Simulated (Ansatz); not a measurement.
**Field gradients against strain in KF**

```yaml
crystal:
  lattice:
    - [0.00000, 2.67350, 2.67350]
    - [2.67350, 0.00000, 2.67350]
    - [2.67350, 2.67350, 0.00000]
  atoms:
    - { symbol: K, position: [0.00000, 0.00000, 0.00000] }
    - { symbol: F, position: [0.50000, 0.50000, 0.50000] }
```

Atom numbers follow the list: K1, F2.

The conventional cell has a = 5.347 Å, b = 5.347 Å, c = 5.347 Å, α = 90.00°, β = 90.00°, γ = 90.00°. K (atom 1) is surrounded by 6 F at 2.67 Å. F (atom 2) has 6 K at 2.67 Å as nearest neighbours.

The cell is COD entry 9008652, as deposited and not checked against the literature; nothing was relaxed.

Computed with DFT, PBEsol, all-electron PAW with datasets made for the crystal, scalar-relativistic (Ansatz 0.2.0).

Settings: a Γ-centred 9×9×9 k mesh, Fermi–Dirac smearing of 0.01 eV, cutoff 280 eV (chosen by the program for this cell), no spin polarisation.

The strain is applied along the Cartesian axes of the cell as listed (γ is the engineering shear, twice εxy = εyz = εzx). Fractional coordinates are held (clamped ions).

The columns are Cartesian components of the electric field gradient at the nuclei, in 10²¹ V/m².

Only quantities that a quadratic follows smoothly over the whole series are listed; rougher ones are left out.

```
      γ  Vxy at K1
-0.0200       0.19
-0.0100       0.10
 0.0000       0.00
 0.0200      -0.20
```

Problem. Fit the series and give the gradient–strain slopes.

Solution. Least-squares fits y = p0 + p1 x + p2 x² to the rows give Vxy at K1: p1 = -9.78, p2 = -16. The slopes p1 are in 10²¹ V/m² per unit strain, for clamped ions.

Problem. One run, at γ = 0.0100, is withheld. Predict its row.

Solution. The fits give -0.10; the run gave -0.10.
